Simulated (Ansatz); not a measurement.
**Forms of Hf4Si: one energy to predict**

Level of theory: Ansatz 0.2.0, DFT PBE, scalar-relativistic, plane waves, PAW. All cells share a 420 eV cutoff and Γ-centred k meshes spaced at most about 0.3 Å⁻¹ (about 0.25 or finer for metals, 2π included). No spin polarisation.

All energies are static (0 K, no zero-point motion). Rows are sorted by volume; energies count from the lowest form computed. Coordination counts Hf atoms around Si (those within 1.25 times the shortest such distance or 1.15 times the sum of covalent radii, 1.27 where that leaves under three; a plus sign parts nearer from farther groups). The table shows 5 of 6 forms computed.

| row | form | source | atoms | coordination | V (Å³/atom) | gap on mesh (eV) | ΔE (meV/atom) |
| --- | --- | --- | --- | --- | --- | --- | --- |
| 1 | I4/m | invented | 5 | Si 12 | 20.4 | 0 | 72 |
| 2 | I4/mmm | invented | 5 | Si 8+2 | 20.4 | 0 | 18 |
| 3 | I4/m | invented | 5 | Si 8+4 | 20.5 | 0 | 47 |
| 4 | R-3m | invented | 5 | Si 6 | 21.1 | 0 | ? |
| 5 | P4/nbm | invented | 10 | Si 8 | 21.6 | 0 | 0 |

The cell of row 4:

```cif
data_structure
_symmetry_space_group_name_H-M 'R-3m:H'
_symmetry_Int_Tables_number 166
_cell_length_a 3.1943
_cell_length_b 3.1943
_cell_length_c 35.7599
_cell_angle_alpha 90.000
_cell_angle_beta 90.000
_cell_angle_gamma 120.000
_cell_volume 316.00
loop_
_atom_site_label
_atom_site_type_symbol
_atom_site_symmetry_multiplicity
_atom_site_Wyckoff_symbol
_atom_site_fract_x
_atom_site_fract_y
_atom_site_fract_z
_atom_site_occupancy
Hf1 Hf 6 c 0.66667 0.33333 0.72671 1
Hf2 Hf 6 c 0.00000 0.00000 0.79613 1
Si1 Si 3 a 0.00000 0.00000 0.00000 1
```

Task: Estimate the missing energy, and say where the row ranks.

Result: 155 meV/atom, which puts it above row 1, the highest in the table. Counting Hf atoms around Si, row 4 has Si 6 and the lowest form (row 5) has Si 8.

An observed structure of this formula, if there is one, may be missing.

These runs have no spin–orbit coupling, which can matter for Hf. Cells relaxed within their symmetry can be saddle points. Some structure types and database cells were kept out of the candidates from the start, so a known form may be missing.

The energies follow the surroundings of Si rather than packing density: the lowest form has the largest volume, and the cost rises as Si goes from 8 Hf neighbours through 8+2 and 8+4 to 12. Row 4 departs from this on the low side. Its cell is a close-packed stack in which Si fills whole layers, so half of each Si atom's nearest shell is other Si, at the a-axis spacing of 3.1943 Å. That is far too long for a normal Si–Si covalent bond, yet these contacts take the place of Hf–Si ones. The lost Hf d–Si p bonding is probably the main reason for the 155 meV/atom. At the other end, twelve Hf neighbours probably spread the bonding of a small Si atom over longer, weaker contacts.

Eightfold coordination also fits known chemistry, since Si in Hf2Si sits in a square antiprism of Hf. The ranking compares forms of one composition only, and doesn't show that any of them would survive against separation into Hf and Hf2Si.
